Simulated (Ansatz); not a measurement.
A crystal relaxed with r2SCAN in the PAW code Ansatz has space group Fm-3m (No. 225) and a = 5.546 Å.

```json
{"atom": "Xx", "site": "4a", "x": "0.0000", "y": "0.0000", "z": "0.0000"}
{"atom": "Cl", "site": "4b", "x": "0.5000", "y": "0.0000", "z": "0.0000"}
```

The r2SCAN gap is indirect, 1.48 eV (L to Γ), below the direct gap of 3.59 eV at K–Γ (0.90 of the way from K). HSE06 gives an indirect gap of 2.41 eV, from L to Γ; the least direct gap is 4.54 eV at K–Γ (0.90 of the way from K). The PBE gap is indirect, 0.91 eV (L to Γ), below the direct gap of 3.01 eV at K–Γ (0.90 of the way from K). Meshes: r2SCAN 8×8×8, HSE06 6×6×6, PBE 8×8×8. r2SCAN's ε∞ is 4.5 in all directions.

Question: Which element is Xx?
A. Li
B. Cu
C. Ag
D. Au

Answer: C. Xx is Ag: rocksalt AgCl. Ag is surrounded by 6 Cl at 2.77 Å; Cl is surrounded by 6 Ag at 2.77 Å.

(Simulation; spin polarisation is off.)

The runs are scalar-relativistic, without spin-orbit coupling.

The meshes of the hybrids are coarse, so their gaps aren't converged to the digits shown.
